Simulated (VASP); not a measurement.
Write the native input for VASP 6.6.1 that does the following.

```yaml
Task: single point
Functional: PBE
Potentials_or_basis: VASP PAW PBE potentials, release 64 (Ti_sv)
Cutoff: 520 eV
k_mesh: 11 × 11 × 11
Occupations: fermi-dirac, width 0.05 eV
Spin: no spin polarisation
Dipole_correction: no
Further_INCAR_settings: ALGO = Normal; EDIFF = 1e-07; NBANDS = 12
```

The structure of Ti lies in POSCAR:

```
Ti
1.0
    0.0000000000      2.0698140295      2.0698140295
    2.0698140295      0.0000000000      2.0698140295
    2.0698140295      2.0698140295      0.0000000000
Ti
1
Direct
    0.0000000000      0.0000000000      0.0000000000
```

This isn't the form of Ti at room conditions, which is hcp.

The cell isn't the ideal one: volume scaled by 1.06.

The input as run:

INCAR

```
SYSTEM = Ti
  ALGO = Normal
  EDIFF = 1E-7
  ENCUT = 520
  GGA = PE
  ISIF = 2
  ISMEAR = -1
  LASPH = .TRUE.
  LCHARG = .FALSE.
  LREAL = .FALSE.
  LWAVE = .FALSE.
  NBANDS = 12
  NELM = 100
  PREC = Accurate
  SIGMA = 0.05
```

KPOINTS

```
k-points
0
G
  11 11 11
  0 0 0
```

Potentials or basis: VASP PAW PBE potentials, release 64 (Ti_sv).

Command:

```sh
$ cat potpaw_PBE.64/Ti_sv/POTCAR > POTCAR
$ mpirun -np 1 vasp_std > vasp.out
```

Results of the run:

```json
{
 "Pressure": "-2.4 GPa",
 "Band gap on the k mesh": "none (metal or under the smearing width)"
}
```

It took 8.9 s on 1 thread of AMD EPYC 9R45 (Zen 5), on a shared host, peak memory 0.11 GiB.
